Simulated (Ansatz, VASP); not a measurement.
# Two plane-wave programs on TaN

```xyz
6
Lattice="5.1850 0.0000 0.0000 -2.5925 4.4903 0.0000 0.0000 0.0000 2.9080" Properties=species:S:1:pos:R:3 pbc="T T T"
Ta    0.0000    0.0000    0.0000
Ta    0.0000    2.9936    1.4540
Ta    2.5925    1.4968    1.4540
N     2.5925    0.0000    0.0000
N     1.2962    2.2452    0.0000
N    -1.2962    2.2452    0.0000
```

Alike in both runs: task single point; functional PBEsol; k mesh 9 × 9 × 12; occupations gaussian, width 0.1 eV; no spin polarisation.

```csv
,VASP,Ansatz
version,VASP 6.6.1,Ansatz 0.2.0
potentials or method,"VASP PAW PBE potentials, release 64 (Ta_pv, N)","scalar-relativistic, plane waves, PAW"
plane-wave cutoff (eV),520,420
valence electrons in the cell,48,54
```

Ansatz gave:

```
gap on the k mesh at the Fermi level (eV)       : none
pressure (GPa)                                  : 1.6
largest component of the traceless stress (GPa) : 1.18
```

Estimate VASP's values.

gap on the k mesh at the Fermi level (eV): none; pressure (GPa): 2.5; largest component of the traceless stress (GPa): 0.94.

A gap of «none» marks a metal or a gap that the smearing closes. The two sets of potentials don't hold the same shells in valence.

Caveats: the PAW data sets were made with another functional, which shifts forces and pressure a little (VASP). The runs have no spin-orbit coupling, so splittings on Ta are missing.
